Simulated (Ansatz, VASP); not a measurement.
One calculation of Sn, two programs

```
Sn
1.0
    -3.81378    3.81378    2.00549
     3.81378   -3.81378    2.00549
     3.81378    3.81378   -2.00549
Sn
4
Direct
  0.18943 0.18943 0.37887
  0.81057 0.81057 0.62113
  0.18943 0.81057 0.00000
  0.81057 0.18943 0.00000
```

Alike in both runs: task single point; functional PBE; k mesh 6 × 6 × 6; occupations gaussian, width 0.1 eV; no spin polarisation.

|  | VASP | Ansatz |
| --- | --- | --- |
| version | VASP 6.6.1 | Ansatz 0.2.0 |
| potentials or method | VASP PAW PBE potentials, release 64 (Sn_d) | scalar-relativistic, plane waves, PAW |
| plane-wave cutoff (eV) | 520 | 420 |
| valence electrons in the cell | 56 | 56 |

```csv
,VASP,Ansatz,Ansatz less VASP
gap on the k mesh at the Fermi level (eV),none,none,-
pressure (GPa),25.3,25.4,+0.05
largest component of the traceless stress (GPa),27.07,27.06,-0.009
rms of the force components (eV/Å),3.120,3.121,+0.0008
```

Atom by atom the forces differ by 0.001 eV/Å (rms over components). A gap of «none» marks a metal or a gap that the smearing closes. With one functional, cell and mesh, what is left measures potentials, basis and numerics.

Caveats: so large a pressure means that the cell lies far from this level's equilibrium, or that cutoff or potentials fall short (VASP); forces of over 1 eV/Å show positions far from the minimum, so gaps and moduli don't describe the material at rest.
